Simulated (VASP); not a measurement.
Write the native input for VASP 6.6.1 that does the following.

```
Task                   : single point
Functional             : r2SCAN
Potentials or basis    : VASP PAW PBE potentials, release 64 (Na_pv, I)
Cutoff                 : 520 eV
k mesh                 : 8 × 8 × 8
Occupations            : gaussian, width 0.01 eV
Spin                   : no spin polarisation
Dipole correction      : no
Further INCAR settings : ALGO = Normal; EDIFF = 1e-07; NBANDS = 14
```

The system is NaI.

```
Na I
1.0
     0.00000    3.22963    3.31941
     3.22963    0.00000    3.31941
     3.22963    3.22963    0.00000
Na I
1 1
Direct
  0.00000 0.00000 0.00000
  0.50000 0.50000 0.50000
```

The cell isn't the ideal one: uniaxial_z strain +2.8%.

The input as run:

POSCAR

```
NaI
1.0
    0.0000000000      3.2296280330      3.3194116923
    3.2296280330      0.0000000000      3.3194116923
    3.2296280330      3.2296280330      0.0000000000
Na I
1 1
Direct
    0.0000000000      0.0000000000      0.0000000000
    0.5000000000      0.5000000000      0.5000000000
```

INCAR.step1

```
  PREC = Accurate
  ENCUT = 520
  ISMEAR = 0
  SIGMA = 0.01
  LREAL = F
  LASPH = T
  NELM = 100
  NBANDS = 14
  GGA = PE
  ALGO = Normal
  EDIFF = 1E-4
  LWAVE = T
  LCHARG = F
```

INCAR.step2

```
  PREC = Accurate
  ENCUT = 520
  EDIFF = 1E-7
  ISMEAR = 0
  SIGMA = 0.01
  LREAL = F
  LASPH = T
  NELM = 100
  ALGO = Normal
  ISIF = 2
  LWAVE = F
  LCHARG = F
  METAGGA = R2SCAN
  LMIXTAU = T
  NBANDS = 14
  ISTART = 1
```

KPOINTS

```
Automatic mesh
0
Gamma
  8 8 8
```

Potentials or basis: VASP PAW PBE potentials, release 64 (Na_pv, I).

Run with:

```bash
$ cat potpaw_PBE.64/Na_pv/POTCAR potpaw_PBE.64/I/POTCAR > POTCAR
$ cp INCAR.step1 INCAR
$ mpirun -np 1 vasp_std > vasp.out
$ cp INCAR.step2 INCAR
$ mpirun -np 1 vasp_std > vasp.out
```

Results of the run:

```json
{
 "Pressure": "-0.5 GPa",
 "Band gap on the k mesh": "4.36 eV, direct"
}
```

Caveat: the PAW data sets were made with another functional, which shifts forces and pressure a little; spin-orbit coupling is left out, which moves the levels of the heavy elements.

Run time: 110 s on 1 thread of Intel(R) Xeon(R) 6975P-C (Granite Rapids) (shared host), peak memory 0.24 GiB.
